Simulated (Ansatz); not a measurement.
I need the levels without and with spin-orbit coupling of PbS, space group Cmcm. Use Ansatz 0.2.0, Python API. Settings (first run): PBEsol, PAW, the default cutoff (420 eV here), 4×4×4 k-points, Gaussian smearing of 0.1 eV.

```yaml
crystal:
  lattice:
    - [2.07995, -5.99130, 0.00000]
    - [2.07995, 5.99130, 0.00000]
    - [0.00000, 0.00000, 4.27932]
  atoms:
    - { symbol: Pb, position: [0.86944, 0.13056, 0.75000] }
    - { symbol: Pb, position: [0.13056, 0.86944, 0.25000] }
    - { symbol: S, position: [0.64520, 0.35480, 0.75000] }
    - { symbol: S, position: [0.35480, 0.64520, 0.25000] }
```

The script, `run_soc.py`:
```python
'''What spin-orbit coupling does to the bands of PbS.'''

import ansatz as az
from ase import Atoms

MIXING_BETA = 0.4
FUNCTIONAL = 'PBEsol'
FILLING = 'gaussian'
TOLERANCE = 1e-06

atoms = Atoms(
    ['Pb', 'Pb', 'S', 'S'],
    scaled_positions=[
        [0.869437, 0.130563, 0.75],
        [0.130563, 0.869437, 0.25],
        [0.645203, 0.354797, 0.75],
        [0.354797, 0.645203, 0.25],
    ],
    cell=[
        [2.079953, -5.991297, 0.0],
        [2.079953, 5.991297, 0.0],
        [0.0, 0.0, 4.279321],
    ],
    pbc=True,
)
pbs = az.Crystal.from_ase(atoms)

base = (
    pbs.calculation()
    .kpoints(4, center='monkhorst-pack')
    .mixing('anderson', ndim=4, beta=MIXING_BETA)
    .functional(FUNCTIONAL)
    .occupations(FILLING)
    .scf(tolerance=TOLERANCE, self_checks='high')
    .band_table()
)
for label, variant in (('scalar-relativistic', base), ('spin-orbit', base.spin(soc=True))):
    r = variant.run().report
    zero = r['band_edges_ev'][0] if r.get('band_edges_ev') else r['fermi_energy_ev']
    near = [round(e - zero, 3) for e in r['eigenvalues_ev'][0] if abs(e - zero) < 3]
    print(label)
    print('  band edges (eV):', [round(e, 3) for e in r.get('band_edges_ev') or []] or 'none reported')
    print('  levels at k =', r['kpoints_frac'][0], 'within 3 eV of the zero:', near)
```

```console
$ python run_soc.py
DeckWarning: basis.ecutwfc = 420 eV, auto-derived from the records' recommended cutoffs: set by Pb (normal level)
scalar-relativistic
  band edges (eV): [7.383, 8.651]
  levels at k = [0.125, 0.125, 0.125] within 3 eV of the zero: [-1.783, -1.227, -0.584, -0.446, 2.218, 2.625]
spin-orbit
  band edges (eV): [7.338, 8.289]
  levels at k = [0.125, 0.125, 0.125] within 3 eV of the zero: [-1.858, -1.858, -1.255, -1.255, -0.614, -0.614, -0.454, -0.454, 1.877, 1.877, 2.467, 2.467]
```
(Warnings from the package without file and line, repeats left out.)

Notes:
- The settings weren't tested for convergence.
- The computed bands are complete only to about 2.7 eV above the Fermi level.
- This mesh misses the zone centre, where many direct gaps lie, so the gap can be several times too large.
- This cell is a computed structure, which may not be the phase found in nature.
- Levels are Kohn-Sham eigenvalues on this mesh.
- With spin-orbit coupling each level holds one electron and, with inversion or at time-reversal points, comes in pairs; a window in energy can cut a split set.
- Timing: 17 s on 1 thread of Arm Neoverse V2, with other jobs on the host, peak memory 0.59 GiB.
